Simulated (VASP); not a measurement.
The system is GaP.

```
CELL_PARAMETERS angstrom
0.00000 2.71839 2.71839
2.71839 0.00000 2.71839
2.71839 2.71839 0.00000
ATOMIC_POSITIONS crystal
Ga 0.00000 0.00000 0.00000
P 0.75000 0.75000 0.75000
```

The cell is a database's computed one.

Base run:

```yaml
Program: VASP 6.6.1
Functional: TB-mBJ
Potentials_or_basis: VASP PAW PBE potentials, release 64 (Ga_d, P)
Cutoff: 520 eV
k_mesh: 8 × 8 × 8
Occupations: gaussian, width 0.02 eV
Spin: no spin polarisation
```

Its results: band gap on the k mesh 2.41 eV, indirect (least direct gap 3.01 eV).

Q: The run is repeated on the same cell with these changes: functional from TB-mBJ to r2SCAN. What comes out?

A: Band gap on the k mesh 1.89 eV, indirect (least direct gap 2.41 eV).

A k mesh can miss the band edges.

Not every run made on this cell is shown here.
